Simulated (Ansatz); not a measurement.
Br: frozen-core PAW against all-electron methods

```
CELL_PARAMETERS angstrom
0.00000 3.50155 3.50155
3.50155 0.00000 3.50155
3.50155 3.50155 0.00000
ATOMIC_POSITIONS crystal
Br 0.00000 0.00000 0.00000
Br 0.25000 0.25000 0.25000
```

Atoms are numbered in the order listed.

Conventional cell: a = 7.003 Å, b = 7.003 Å, c = 7.003 Å, α = 90.00°, β = 90.00°, γ = 90.00°. Br (atom 1) is surrounded by 4 Br at 3.03 Å.

The cell was built from the diamond type and relaxed in the same program, and has space group Fd-3m; it needn't be a known or the stable phase.

All numbers are computed: DFT, PBE, PAW with Ansatz's default frozen-core files, scalar-relativistic (Ansatz 0.2.0); DFT, PBE, all-electron LAPW, scalar-relativistic (Ansatz 0.2.0).

For PAW: a Γ-centred 14×14×14 k mesh, Fermi–Dirac smearing of 0.05 eV, cutoff 420 eV, no spin polarisation. LAPW targets a basis error of 0.25 meV/atom. The Ansatz runs share mesh, smearing and spin set-up. Plane-wave (PAW) pressures include the program's estimate of the Pulay term.

Stress and pressure are positive in compression.

Levels count from the Fermi level.

PAW results:

| quantity | PAW |
| --- | --- |
| pressure (GPa) | 0.01 |
| highest filled level at W (eV) | -1.625 |
| lowest empty level at W (eV) | 0.234 |
| highest filled level at X (eV) | -1.815 |
| lowest empty level at X (eV) | 0.345 |

Q: What does full-potential LAPW give for the same quantities?

A: 
```
                      quantity    LAPW
                pressure (GPa)    0.02
highest filled level at W (eV)  -1.625
  lowest empty level at W (eV)   0.234
highest filled level at X (eV)  -1.815
  lowest empty level at X (eV)   0.345
```
